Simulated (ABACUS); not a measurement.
Crystal: As.

```
As
1.0
     1.82500   -5.50000    0.00000
     1.82500    5.50000    0.00000
     0.00000    0.00000    4.47000
As
4
Cartesian
  1.8250 1.2100 2.5032
  1.8250 -4.2900 4.2018
  1.8250 -1.2100 1.9668
  1.8250 4.2900 0.2682
```

This isn't the form of As at room conditions, which is rhombohedral.

- Program: ABACUS 3.10.1
- Task: single point
- Functional: PBEsol
- Potentials or basis: PseudoDojo NC SR 0.4.1 PBEsol standard
- Cutoff: 1143 eV
- Density cutoff: 4572 eV
- Basis: plane waves
- k mesh: 8 × 8 × 6
- Occupations: fermi-dirac, width 0.05 eV
- Spin: no spin polarisation

On this cell: pressure -0.2 GPa; largest force 0.115 eV/Å; band gap on the k mesh none (metal or under the smearing width).

The same run follows on a disturbed copy (atoms moved at random, drawn with an rms of 0.05 Å):

```
CELL_PARAMETERS angstrom
1.82500 -5.50000 0.00000
1.82500 5.50000 0.00000
0.00000 0.00000 4.47000
ATOMIC_POSITIONS crystal
As 0.37537 0.60335 0.55866
As 0.88654 0.10528 0.93966
As 0.61829 0.39250 0.43957
As 0.11427 0.89248 0.05694
```

Q: What changes?

A: The energy (extrapolated to zero smearing) moves by +4.5 meV/atom; pressure -1.1 GPa; largest force 0.426 eV/Å; band gap on the k mesh none (metal or under the smearing width).

Forces in eV/Å, atoms in the order of the input:
```
As   0.188 -0.365  0.116
As  -0.099  0.097 -0.088
As  -0.086  0.365 -0.183
As  -0.003 -0.098  0.155
```

Stress tensor (GPa, compression positive):
```
 0.22  0.45 -0.47
 0.45 -1.80  0.12
-0.47  0.12 -1.83
```
